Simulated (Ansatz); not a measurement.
A 5-atom cell of CsPbCl₃ started from a crystallographic database, relaxed with r2SCAN in Ansatz. Space group Pm-3m (No. 221), cubic; conventional cell a = 5.677 Å, 36.59 Å³ an atom. Cs is surrounded by 12 Cl at 4.01 Å; Pb is surrounded by 6 Cl at 2.84 Å; Cl is surrounded by 2 Pb at 2.84 Å and 4 Cs at 4.01 Å.

The axes x, y and z are those of this cell:
```xyz
5
Lattice="5.6767 0.0000 0.0000 0.0000 5.6767 0.0000 0.0000 0.0000 5.6767" Properties=species:S:1:pos:R:3 pbc="T T T"
Cs    0.0000    0.0000    0.0000
Pb    2.8384    2.8384    2.8384
Cl    2.8384    2.8384    0.0000
Cl    0.0000    2.8384    2.8384
Cl    2.8384    0.0000    2.8384
```

Unstrained: With PBE the gap is 2.088 eV and direct, at R. With r2SCAN the gap is 2.463 eV and direct, at R. The HSE06 gap is direct at R: 2.788 eV. Meshes: PBE 4×4×4, r2SCAN 4×4×4, HSE06 4×4×4. Strains are changes of length per length, and xy shears are angles. After each strain the atoms were relaxed again with r2SCAN in this cell and within any symmetry left, so distortions that break it or need a larger cell weren't tested; points keep the names that they have in the unstrained zone. Spin-unpolarised throughout; all numbers are computed.

**Question.** Estimate what xy shear, engineering strain (angle) -4.84 % does to the gap.

**Answer.** PBE: the gap goes from 2.088 to 1.995 eV (-0.093 eV). r2SCAN: the gap goes from 2.463 to 2.358 eV (-0.105 eV). HSE06: the gap goes from 2.788 to 2.690 eV (-0.098 eV). The r2SCAN energy rises by 1.5 meV an atom.

**Question.** One strain changed the r2SCAN stress by xx +6.88, yy +6.88, zz +6.88 GPa (compression positive) and the gap by -0.936 eV (PBE), -1.005 eV (r2SCAN), -1.072 eV (HSE06). Which kind of strain was it, and roughly how large?

**Answer.** Isotropic -5.83 % on every length. The pattern of the stress gives the kind; the size needs the stiffness, so it is an estimate.

**Question.** For epitaxial +5.99 % in the xy plane, how far does the free direction move, and what happens to the gap?

**Answer.** The normal strain at zero normal stress is -1.47 %, 0.24 of the in-plane strain with the sign turned. PBE: the gap goes from 2.088 to 2.229 eV (+0.141 eV). r2SCAN: the gap goes from 2.463 to 2.616 eV (+0.153 eV). HSE06: the gap goes from 2.788 to 2.988 eV (+0.200 eV).

Spin-orbit coupling is left out; in compounds of Pb, Bi, Tl or Hg it can lower a gap by up to about 1 eV, split its edges or invert the bands.

The meshes of the hybrids are coarse, so their gaps aren't converged to the digits shown.
